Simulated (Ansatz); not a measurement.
The system is Cl.

```
Cl
1.0
     3.14500   -2.25000    0.00000
     3.14500    2.25000    0.00000
     0.00000    0.00000    8.21000
Cl
4
Direct
  0.37000 0.63000 0.40000
  0.13000 0.87000 0.90000
  0.63000 0.37000 0.60000
  0.87000 0.13000 0.10000
```

| Item | Value |
| --- | --- |
| Program | Ansatz 0.2.0 |
| Task | relaxation of cell and atoms |
| Functional | PBE |
| Dispersion | D3(BJ) |
| Potentials or basis | Ansatz PAW |
| Cutoff | 420 eV (not typed: the program's choice for these potentials) |
| k mesh | 7 × 7 × 4 |
| Occupations | fermi-dirac, width 0.05 eV |
| Spin | no spin polarisation |

At the start: volume 29.05 Å³/atom.

Q: Where does the relaxation end?

A: It ends after 9 steps and the volume is 27.15 Å³/atom (-6.5 %); space group Cmce (No. 64, to 0.05 Å).

Step by step:
| step | energy change (eV) | largest force (eV/Å) | volume (Å³) |
| --- | --- | --- | --- |
| 1 | 0.0000 | 0.0999 | 116.19 |
| 2 | -0.0302 | 0.1057 | 111.72 |
| 3 | -0.0378 | 0.0240 | 109.91 |
| 4 | -0.0454 | 0.0074 | 108.53 |
| 5 | -0.0505 | 0.0484 | 107.88 |
| 6 | -0.0513 | 0.0021 | 108.60 |
| 7 | -0.0513 | 0.0072 | 108.63 |
| 8 | -0.0514 | 0.0006 | 108.61 |
| 9 | -0.0514 | 0.0007 | 108.61 |

Final structure:
```
CELL_PARAMETERS angstrom
3.29567 -2.03619 0.00000
3.29567 2.03619 0.00000
0.00000 0.00000 8.09237
ATOMIC_POSITIONS crystal
Cl 0.37556 0.62444 0.39114
Cl 0.12444 0.87556 0.89114
Cl 0.62444 0.37556 0.60886
Cl 0.87556 0.12444 0.10886
```

Caveat: the plane-wave basis is chosen anew once the cell has moved, so the energies of steps on either side of that aren't comparable.
